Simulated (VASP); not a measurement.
# CdSe (P4_2/mmc) in VASP: reference runs

How does CdSe come out in PBE? The cell is run as given.

Everything below comes from runs of VASP 6.6.1. Logs are shortened: lines on timing, memory, paths and dates and some standing lists are left out, and cuts for length are marked.

**1. The structure**

Symmetry: P4_2/mmc, No. 131, tetragonal system. Conventional cell: a = 4.094 Å, b = 4.094 Å, c = 7.356 Å, α = 90.00°, β = 90.00°, γ = 90.00°. Around Cd (site symmetry mmm) lie 4 Se at 2.75 Å. Se (site symmetry -4m2) is surrounded by 4 Cd at 2.75 Å.

The cell was built by a generator and needn't be a form met in nature.

**2. Single point, PBE**

Contents of INCAR:

```
ALGO = Normal
EDIFF = 1E-7
ENCUT = 520
GGA = PE
ISIF = 2
ISMEAR = -1
LASPH = T
LCHARG = T
LELF = T
LREAL = F
LVHAR = T
LWAVE = F
NBANDS = 26
NELM = 100
PREC = Accurate
SIGMA = 0.05
```

Contents of KPOINTS:

```
k-points
0
Gamma
  7 7 4
```

Contents of POSCAR:

```
CdSe
1.0
    4.0942900000      0.0000000000      0.0000000000
    0.0000000000      4.0942900000      0.0000000000
    0.0000000000      0.0000000000      7.3563000000
Cd Se
2 2
Direct
    0.0000000000      0.5000000000      0.0000000000
    0.5000000000      0.0000000000      0.5000000000
    0.5000000000      0.5000000000      0.2500000000
    0.5000000000      0.5000000000      0.7500000000
```

Potentials or basis: VASP PAW PBE potentials, release 64 (Cd, Se).

Launch:

```console
$ cat potpaw_PBE.64/Cd/POTCAR potpaw_PBE.64/Se/POTCAR > POTCAR
$ mpirun -np 1 vasp_std > vasp.out
```

OUTCAR:

```text
EDIFF = 1E-7
   ENCUT = 520
   GGA = PE
   ISIF = 2
   ISMEAR = -1
   LASPH = T
   LREAL = F
   NELM = 100
   PREC = Accurate

 ion  position               nearest neighbor table
   1  0.000  0.500  0.000-   3 2.75   4 2.75   3 2.75   4 2.75
   2  0.500  0.000  0.500-   3 2.75   4 2.75   3 2.75   4 2.75
   3  0.500  0.500  0.250-   1 2.75   2 2.75   2 2.75   1 2.75
   4  0.500  0.500  0.750-   1 2.75   2 2.75   2 2.75   1 2.75

  LATTYP: Found a simple tetragonal cell.
 ALAT       =     4.0942900000
 C/A-ratio  =     1.7967217759

  Lattice vectors:

 A1 = (   4.0942900000,   0.0000000000,   0.0000000000)
 A2 = (   0.0000000000,   4.0942900000,   0.0000000000)
 A3 = (   0.0000000000,   0.0000000000,   7.3563000000)

Analysis of symmetry for initial positions (statically):
=====================================================================
 Subroutine PRICEL returns:
 Original cell was already a primitive cell.

 Routine SETGRP: Setting up the symmetry group for a
 simple tetragonal supercell.

 Subroutine GETGRP returns: Found 16 space group operations
 (whereof  8 operations were pure point group operations)
 out of a pool of 16 trial point group operations.

The static configuration has the point symmetry D_2h.
 The point group associated with its full space group is D_4h.

Analysis of symmetry for dynamics (positions and initial velocities):
=====================================================================
 Subroutine PRICEL returns:
 Original cell was already a primitive cell.

 Routine SETGRP: Setting up the symmetry group for a
 simple tetragonal supercell.

 Subroutine GETGRP returns: Found 16 space group operations
 (whereof  8 operations were pure point group operations)
 out of a pool of 16 trial point group operations.

The dynamic configuration has the point symmetry D_2h.
 The point group associated with its full space group is D_4h.

 Subroutine INISYM returns: Found 16 space group operations
 (whereof  8 operations are pure point group operations),
 and found     1 'primitive' translations

----------------------------------------------------------------------------------------
[... 90 lines left out ...]
   ICHARG =      2    charge: 1-file 2-atom 10-const
   ISPIN  =      1    spin polarized calculation?
   LNONCOLLINEAR =      F non collinear calculations
   LSORBIT =      F    spin-orbit coupling
   LASPH  =      T    aspherical Exc in radial PAW
   ENCUT  =  520.0 eV  38.22 Ry    6.18 a.u.   7.61  7.61 13.68*2*pi/ulx,y,z
   NELM   =    100;   NELMIN=  2; NELMDL= -5     # of ELM steps
   EDIFF  = 0.1E-06   stopping-criterion for ELM
   LREAL  =      F    real-space projection
   EDIFFG = 0.1E-05   stopping-criterion for IOM
   NSW    =      0    number of steps for IOM
   IBRION =     -1    ionic relax: 0-MD 1-quasi-New 2-CG
   NFREE  =      0    steps in history (QN), initial steepest desc. (CG)
   ISIF   =      2    stress and relaxation
   ISYM   =      2    0-nonsym 1-usesym 2-fastsym
   POTIM  = 0.5000    time-step for ionic-motion
   TEBEG  =    0.0;   TEEND  =   0.0 temperature during run
   PSTRESS=    0.0 pullay stress
   NELECT =      36.0000    total number of electrons
   NUPDOWN=      -1.0000    fix difference up-down
   EMIN   =  10.00;   EMAX   =-10.00  energy-range for DOS
   EFERMI =   0.00;   METHOD = LEGACY
   ISMEAR =    -1;   SIGMA  =   0.05  broadening in eV -4-tet -1-fermi 0-gaus
   EFERMI_NEDOS =   21; number of points for ismear=-14 and -15
   IALGO  =     38    algorithm
   IMIX   =      4    mixing-type and parameters
     AMIX     =   0.40;   BMIX     =  1.00
     AMIX_MAG =   1.60;   BMIX_MAG =  1.00
  volume/ion in A,a.u.               =      30.83       208.04
  Fermi-wavevector in a.u.,A,eV,Ry     =   1.086017  2.052275 16.047171  1.179434
  Thomas-Fermi vector in A             =   2.222144
   LORBIT       =      0    0 simple, 1 ext, 2 COOP (PROOUT), +10 PAW based schemes
   GGA     = PE    functional components
   LHFCALC =     F    Hartree Fock is set to
   AEXX    =    0.0000 exact exchange contribution
   IVDW    =     0    specifies the selected vdW correction
   LEPSILON=     F    determine dielectric tensor
   LRPA    =     F    only Hartree local field effects (RPA)
 non-spin polarized calculation
  energy-cutoff  :      520.00
  volume of cell :      123.32
 maximum number of plane-waves:      3355
   NGX = 15   NGY = 15   NGZ = 27

 number of electron      35.9999995 magnetization

 Free energy of the ion-electron system (eV)
  ---------------------------------------------------
  ext. energy  EPLUGINS =         0.00000000
  ---------------------------------------------------
  free energy    TOTEN  =        -9.76622951 eV

  energy without entropy =       -9.76239101  energy(sigma->0) =       -9.76431026

 E-fermi :   1.3743     XC(G=0):  -8.5096

 val. band max:        1.3068120557   @ k =   0.4286   0.2857   0.0000
 cond. band min:       1.4878332501   @ k =   0.4286   0.0000   0.0000
 fundamental gap:      0.1810211943
 Fermi energy:         1.3743035905

 k-point     1 :       0.0000    0.0000    0.0000
  band No.  band energies     occupation
      1     -11.8149      2.00000
      2     -11.0095      2.00000
      3      -7.5719      2.00000
      4      -7.4062      2.00000
      5      -7.4062      2.00000
      6      -7.2361      2.00000
[... 685 lines left out ...]
     25       8.7606      0.00000
     26       9.0090      0.00000

 [... further k-points ...]

------------------------ aborting loop because EDIFF is reached ----------------------------------------

  FORCE on cell =-STRESS in cart. coord.  units (eV):
  Direction    XX          YY          ZZ          XY          YZ          ZX
  --------------------------------------------------------------------------------------
  -------------------------------------------------------------------------------------
  Total        0.1665030      0.1665030      0.2069665      0.0000000      0.0000000      0.0000000
  in kB        2.1632962      2.1632962      2.6890203      0.0000000      0.0000000      0.0000000
  external PRESSURE =       2.3385376 kB  Pullay stress =       0.0000000 kB

 VOLUME and BASIS-vectors are now :
 -----------------------------------------------------------------------------
  energy-cutoff  :      520.00
  volume of cell :      123.32
      direct lattice vectors                 reciprocal lattice vectors
     4.094290000  0.000000000  0.000000000     0.244242592  0.000000000  0.000000000
     0.000000000  4.094290000  0.000000000     0.000000000  0.244242592  0.000000000
     0.000000000  0.000000000  7.356300000     0.000000000  0.000000000  0.135937904

 POSITION                                       TOTAL-FORCE (eV/Angst)
 -----------------------------------------------------------------------------------
      0.00000      2.04714      0.00000         0.000000      0.000000      0.000000
      2.04714      0.00000      3.67815         0.000000      0.000000      0.000000
      2.04714      2.04714      1.83908        -0.000000     -0.000000     -0.000000
      2.04714      2.04714      5.51722         0.000000      0.000000     -0.000000
 -----------------------------------------------------------------------------------
    total drift:                                0.000000     -0.000000      0.000000

  FREE ENERGIE OF THE ION-ELECTRON SYSTEM (eV)
  ---------------------------------------------------
  free  energy   TOTEN  =        -9.7662295062 eV

  energy  without entropy=       -9.7623910146  energy(sigma->0) =       -9.76431026
```

Wall time 51 s (1 thread of AMD EPYC 9R45 (Zen 5), shared host); peak memory 0.22 GiB.

What came out:

- Free energy: -9.7662 eV
- Pressure: 0.2 GPa
- Band gap on the k mesh: none (metal or under the smearing width)
